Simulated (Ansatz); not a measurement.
# Cu: a line through an energy map

An exercise on one series of results from a longer session: the logs are not shown, and one member is left open.

Program: Ansatz 0.2.0. Level of theory: DFT PBE, scalar-relativistic, plane waves, PAW. These are calculated values, not measurements.

17 further runs of the same task are left out: 17 set aside as unsound or not needed.

**Starting point**

Symmetry: I4/mmm, No. 139, tetragonal system. Conventional cell: a = 2.947 Å, b = 2.947 Å, c = 2.764 Å, α = 90.00°, β = 90.00°, γ = 90.00°. Around Cu (site symmetry 4/mmm) lie 10 Cu at 2.50 to 2.76 Å.

Structure file:

```xyz
1
Lattice="-1.4733 1.4733 1.3820 1.4733 -1.4733 1.3820 1.4733 1.4733 -1.3820" Properties=species:S:1:pos:R:3 pbc="T T T"
Cu    0.0000    0.0000    0.0000
```

It goes back to an entry of the Materials Project, which need not be the stable form.

This cell was relaxed beforehand with the same method: volume 12.00 Å³/atom, gap on the mesh none (metal).

**What is varied**

The energy is mapped over volume and the cell's shape.

First coordinate, volume per atom: 7 values from 10.08 to 13.92 Å³. Second coordinate, c/a of the conventional cell: 7 values from 0.832 to 1.058.

Nothing else is relaxed (symmetry fixes all fractional coordinates). Energies count from the relaxed crystal. Points are written as (first, second).

Set-up of the first run:

input.yaml reads:

```yaml
crystal:
  lattice:
    - [-1.3716029234, 1.3716029234, 1.3393702547]
    - [1.3716029234, -1.3716029234, 1.3393702547]
    - [1.3716029234, 1.3716029234, -1.3393702547]
  atoms:
    - { symbol: Cu, position: [0.0, 0.0, 0.0] }
basis:
  ecutwfc: 520.0
kpoints:
  mp_grid: { grid: [24, 24, 24] }
hamiltonian:
  xc: pbe
  pseudopotentials: { kind: paw, azcp: { folder: soft_1 } }
scf:
  occupations: { method: gaussian, width: 0.15 }
output:
  forces: true
  stress: true
  eigenvalues: true
```

The run is started by

```
$ ansatz run input.yaml --threads 1 --pin off --max-ram 2048MiB --backend cpu --events-out ev --progress --plain --runs-dir out
```

Among the steps run: The run at (10.08 Å³, 0.977); The run at (12.00 Å³, 0.977); Point (12.64 Å³, 0.977); Grid point (13.28 Å³, 0.977); Point (13.92 Å³, 0.977).

One table of the session follows, with a row left open; its other results are not shown here.

```
volume per atom (Å³)  energy (meV/atom)  slope (meV/atom per Å³)  pressure (GPa)
               10.08                189                     −234            37.5
               10.72                  ?                        ?               ?
               11.36                 17                      −54             8.7
               12.00               0.34                        0             0.0
               12.64                 14                       40            −6.3
               13.28                 49                       68           −10.9
               13.92                 99                       88           −14.1
```

Q: Estimate the row for volume per atom (Å³) = 10.72 from the others.

Worked estimate for «energy (meV/atom)». A straight line through the neighbours (10.08, 189) and (11.36, 17) gives 189 + (17 − 189) × (10.72 − 10.08) / (11.36 − 10.08) = 103; a parabola fitted to 3 rows on both sides gives 80.

**Answer.** energy (meV/atom): 74; slope (meV/atom per Å³): −129; pressure (GPa): 20.7. In «energy (meV/atom)» the line misses by +29 and the parabola by +6.

Energies count from the relaxed crystal. Rows without a step come from runs not printed here or follow by symmetry.

In words: The lowest point of the line is at 12.00 Å³, 0.34 meV/atom from the zero. V·d²E/dV² there is about 140 GPa, a bulk modulus under this line's constraint. The well is lopsided: two grid steps out, the energy rises by 74 meV/atom towards smaller values and 48 meV/atom towards larger ones. The highest point computed, at 10.08 Å³, lies 188 meV/atom above the lowest.
